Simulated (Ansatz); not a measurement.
# InAs: the cost of one run

The runs shown are made with Ansatz 0.2.0. PAW datasets, plane waves. The values are computed, spin-unpolarised, and not measurements.

### 1 The structure to begin with

The unstrained cell was relaxed with r2SCAN; in each strained cell the atoms were relaxed again with r2SCAN. Names of k-points are those of the unstrained zone, where strain can split equivalent points. First state: no strain.

Space group F-43m (No. 216), cubic; conventional cell a = 6.109 Å, 28.50 Å³ an atom. Near In stand 4 As at 2.65 Å; near As stand 4 In at 2.65 Å.

The structure in full:

```cif
data_structure
_symmetry_space_group_name_H-M 'P 1'
_symmetry_Int_Tables_number 1
_cell_length_a 4.3198
_cell_length_b 4.3198
_cell_length_c 4.3198
_cell_angle_alpha 60.000
_cell_angle_beta 60.000
_cell_angle_gamma 60.000
_cell_volume 57.00
loop_
_atom_site_label
_atom_site_type_symbol
_atom_site_fract_x
_atom_site_fract_y
_atom_site_fract_z
_atom_site_occupancy
In1 In 0.00000 0.00000 0.00000 1
As1 As 0.25000 0.25000 0.25000 1
```

### 2 No strain: PBE

Contents of input.yaml:

```yaml
crystal:
  lattice:
    - [0.0, 3.0545904688, 3.0545904688]
    - [3.0545904688, 0.0, 3.0545904688]
    - [3.0545904688, 3.0545904688, 0.0]
  atoms:
    - { symbol: In, position: [0.0, 0.0, 0.0] }
    - { symbol: As, position: [0.25, 0.25, 0.25] }
kpoints:
  mp_grid: { grid: [8, 8, 8] }
  band_path:
    path:
      - [0.0, 0.0, 0.0]
      - [-0.5, -0.5, 0.0]
      - [-0.375, -0.375, 0.25]
      - [-0.375, 0.0, 0.375]
      - [0.0, 0.0, 0.5]
      - [-0.5, -0.25, 0.25]
    npoints: 1
hamiltonian:
  xc: pbe
scf:
  occupations: { method: fermi_dirac, width: 0.02 }
  n_extra_bands: 4
output:
  forces: true
  stress: true
  eigenvalues: true
```

The run is started by

```
$ ansatz run input.yaml --threads 4 --pin off --max-ram 4608MiB --backend cpu --events-out ev --progress --plain --runs-dir out
```

What time and memory should one allow on 4 threads of Intel Xeon at 2.50GHz (Skylake/Cascade Lake), shared host?

About 2.5 s, with a peak of 0.39 GiB.
